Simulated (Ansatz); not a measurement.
Varying the input for NaCl

All trials start from this Ansatz input:

```yaml
crystal:
  lattice:
    - [3.50219, 0.0, 0.0]
    - [0.0, 3.50219, 0.0]
    - [0.0, 0.0, 3.50219]
  atoms:
    - { symbol: Na, position: [0.0, 0.0, 0.0] }
    - { symbol: Cl, position: [0.5, 0.5, 0.5] }
basis:
  ecutwfc: 420
kpoints:
  mp_grid: { grid: [6, 6, 6] }
hamiltonian:
  xc: pbe
scf:
  occupations: { method: gaussian, width: 0.1 }
output:
  forces: true
  stress: true
  eigenvalues: true
```

Command:

```bash
ansatz run input.yaml --threads 1 --pin off --max-ram 1331MiB --backend cpu --events-out ev --progress --plain --runs-dir out
```

The run converges in 9 SCF iterations on 20 irreducible k-points: pressure 0.11 GPa, gap on the sampled k-points 3.98 eV.

The inputs are trials, many of them unsound on purpose. Their numbers show the effect of the settings and aren't properties of the material. Each trial's input is given as a difference from the reference's; energies are extrapolated to zero smearing where there is one, and pressure is positive in compression.

Trial 1:

```diff
 kpoints:
-  mp_grid: { grid: [6, 6, 6] }
+  mp_grid: { grid: [3, 1, 5] }
 scf:
-  occupations: { method: gaussian, width: 0.1 }
+  occupations: { method: methfessel_paxton, width: "0.005 Ry" }
```

The run converges in 7 SCF iterations on 6 irreducible k-points: energy 574 meV per atom above the reference, pressure 6.61 GPa, gap on the sampled k-points 3.83 eV. It warns that the mesh lowers the symmetry.

Trial 2:

```diff
 hamiltonian:
-  xc: pbe
+  xc: pbesol
+  hubbard:
+    sites: [{ species: Cl, l: p, u_eff: 3.8 }]
+    projectors: ortho-atomic
 scf:
-  occupations: { method: gaussian, width: 0.1 }
+  occupations: { method: tetrahedron_uncorrected }
+  mixing: { beta: 0.34, preconditioner: local_kerker }
+  initial_density: { chi_scale: 0, normalization: atom }
+  max_iter: 89
```

The run converges in 7 SCF iterations on 20 irreducible k-points: pressure -1.29 GPa, gap on the sampled k-points 5.42 eV. It warns that the printed bands weren't solved further after the SCF. Under a U the state reached may not be the lowest.

Trial 3:

```diff
 crystal:
   lattice:
-    - [3.50219, 0.0, 0.0]
-    - [0.0, 3.50219, 0.0]
-    - [0.0, 0.0, 3.50219]
+    - [3.4579803856, -0.013072716, -0.0063963744]
+    - [-0.013072716, 3.5051049976, -0.0144029123]
+    - [-0.0063963744, -0.0144029123, 3.4790078306]
   atoms:
-    - { symbol: Cl, position: [0.5, 0.5, 0.5] }
+    - { symbol: Cl, position: [0.5, 0.5, 0.5], spin: -5.0 }
-basis:
-  ecutwfc: 420
+basis: {}
 kpoints:
-  mp_grid: { grid: [6, 6, 6] }
+  mp_grid: { grid: [2, 2, 2] }
 hamiltonian:
+  hubbard: { sites: [{ species: Cl, l: p, u_eff: 3.0 }] }
+  dispersion: rvv10
 scf:
+  lower_state_search: "off"
+  max_iter: 85
 output:
+  populations: true
+magnetization:
+  spin_polarized: true
```

The program refuses the input:

```text
Error: inconsistent input (hamiltonian.dispersion, hamiltonian.xc): `dispersion: rvv10` has no transferable b for PBE exchange — Sabatini et al. (2013) fitted b=6.3 to rPW86, and the PBE refits of Peng & Perdew (2017) are task-dependent (b=6.6 S22 / b=10.0 layered). Use `xc: {exchange: rpw86 …
```

Next try, with these keys changed back:

```diff
 hamiltonian:
-  dispersion: rvv10
```

The run converges in 14 SCF iterations on 8 irreducible k-points: pressure 4.35 GPa, gap on the sampled k-points 5.12 eV, cell moment 0.00 μB. It warns that the starting moments were lost.

Trial 4:

```diff
 kpoints:
-  mp_grid: { grid: [6, 6, 6] }
+  mp_grid: { kspacing: 1.4 }
 hamiltonian:
-  xc: pbe
+  xc: pw92
 scf:
-  occupations: { method: gaussian, width: 0.1 }
+  occupations: { method: fermi_dirac, width: 0.0049 }
+  mixing: { beta: 0.42, q_tf: 0.71 }
+  initial_density: { chi_scale: 0, normalization: atom }
+  max_iter: 95
```

The run converges in 6 SCF iterations on 4 irreducible k-points: pressure 0.92 GPa, gap on the sampled k-points 3.36 eV.

Trial 5:

```diff
 kpoints:
-  mp_grid: { grid: [6, 6, 6] }
+  mp_grid: { grid: [4, 4, 4] }
 hamiltonian:
+  dispersion: d4
```

The run converges in 7 SCF iterations on 10 irreducible k-points: pressure -0.55 GPa, gap on the sampled k-points 3.97 eV.

Trial 6:

```diff
 basis:
-  ecutwfc: 420
+  ecutwfc: "17 Ry"
 kpoints:
-  mp_grid: { grid: [6, 6, 6] }
+  mp_grid: { grid: [4, 4, 4], shift: [0.25, 0.25, 0.25] }
 hamiltonian:
-  xc: pbe
+  xc: blyp
+  dispersion: d3bj
```

The run converges in 6 SCF iterations on 20 irreducible k-points: pressure -2.94 GPa (unreliable at so low a cutoff), gap on the sampled k-points 4.48 eV. It warns that the cutoff lies under the recommended one, 420 eV for these potentials; that the mesh lowers the symmetry.